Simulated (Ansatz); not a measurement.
# Harmonic thermodynamics of KBr

All numbers below come from DFT PBE, scalar-relativistic, plane waves, PAW in Ansatz 0.2.0. Plane waves to 420 eV; Γ-centred k mesh 8×8×8; fixed occupations. No spin polarisation. Phonons by linear response, acoustic sum rule imposed.

Relaxed structure:
Space group Fm-3m (No. 225). a = 6.706 Å, b = 6.706 Å, c = 6.706 Å, α = 90.00°, β = 90.00°, γ = 90.00°
```tsv
atom	site	symmetry	x	y	z
K	4b	m-3m	0.0000	0.0000	0.5000
Br	4a	m-3m	0.0000	0.0000	0.0000
```

The cell was relaxed from a distorted copy of a database structure.

Force constants from linear response on a 4×4×4 q mesh, interpolated to a fine mesh.

(1) How much zero-point energy does an atom carry?

(2) How large are the vibrational entropy and heat capacity at 300 K?

(3) Tabulate them against temperature.

Results:

(1) 15.3 meV.

(2) S = 6.01 k_B and C_V = 2.96 k_B per atom, 99 % of the Dulong–Petit value.

(3)
```tsv
T (K)	F_vib (meV/atom)	S (k_B/atom)	C_V (k_B/atom)
100	4.3	2.88	2.65
200	-29.8	4.82	2.90
300	-76.8	6.01	2.96
400	-132.5	6.87	2.98
500	-194.6	7.53	2.98
600	-261.9	8.08	2.99
700	-333.6	8.54	2.99
800	-408.9	8.94	2.99
900	-487.5	9.29	2.99
1000	-568.9	9.61	3.00
```
